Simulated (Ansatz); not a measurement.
Write the native input for Ansatz 0.2.0 that does the following.

```yaml
Task: relaxation of cell and atoms
Functional: revPBE
Dispersion: D4
Potentials_or_basis: Ansatz PAW
Cutoff: "420 eV (not typed: the program's choice for these potentials)"
k_mesh: 11 × 11 × 11
Occupations: fermi-dirac, width 0.05 eV
Spin: collinear spin, ferromagnetic start
Starting_moments: "[3.0, 0.0] μB"
```

Crystal: FeO (Wuestite).

```xyz
2
Lattice="1.5188 0.8769 2.5196 -1.5188 0.8769 2.5196 0.0000 -1.7538 2.5196" Properties=species:S:1:pos:R:3 pbc="T T T"
Fe    0.0000    0.0000    0.0000
O     0.0000    0.0000    3.7794
```

These files were run (other wordings do the same):

input.yaml

```yaml
crystal:
  lattice:
    - [1.5188209023, 0.8768916568, 2.5195772846]
    - [-1.5188209023, 0.8768916568, 2.5195772846]
    - [0.0, -1.7537833136, 2.5195772846]
  atoms:
    - { symbol: Fe, position: [0.0, 0.0, 0.0], spin: 3.0 }
    - { symbol: O, position: [0.5, 0.5, 0.5] }
hamiltonian:
  xc: revpbe
  pseudopotentials: { kind: paw }
  dispersion: d4
magnetization:
  spin_polarized: true
kpoints:
  mp_grid: { grid: [11, 11, 11] }
scf:
  occupations: { method: fermi_dirac, width: 0.05 }
output:
  forces: true
  stress: true
  eigenvalues: true
relax:
  f_tol: 0.01
  max_steps: 40
  cell: { stress_tol: 0.05 }
```

Potentials or basis: Ansatz PAW.

Command:

```bash
$ ansatz run input.yaml --threads 2 --pin off --max-ram 5632MiB --backend cpu --events-out ev --progress --plain --runs-dir out
```

It gave:

```
Relaxed volume                         : 9.84 Å³/atom
Relaxed cell                           : a = 3.031 Å, b = 3.031 Å, c = 3.031 Å, α = 59.99°, β = 59.99°, γ = 59.99°
Space group after relaxing (to 0.05 Å) : Fm-3m (No. 225)
Energy gained by relaxing              : 5.4 meV/atom
Ionic steps                            : 12
Pressure after relaxing                : 0.0 GPa
Band gap on the k mesh                 : none (metal or under the smearing width)
Net moment                             : 4.00 μB per cell
Absolute moment                        : 4.01 μB per cell
Site moments                           : Fe +3.45; O +0.32 μB
```

Caveat: the plane-wave basis is chosen anew once the cell has moved, so the energies of steps on either side of that aren't comparable; the pressure holds a Pulay correction of +0.6 GPa for the finite cutoff; a cell with one magnetic atom can't hold antiferromagnetic order, which such compounds often take; semilocal functionals often make such compounds metallic where correlation or magnetic order opens a gap, which also shifts bond lengths; pairwise dispersion overbinds metals, which lowers pressure and volume; the PAW data sets come from PBE, with cores solved anew for the run's functional, which leaves a small shift of forces and pressure.

Run time: 2.2 min on 2 threads of Intel(R) Xeon(R) Processor @ 2.50GHz (Skylake/Cascade Lake) (shared host), peak memory 0.42 GiB.
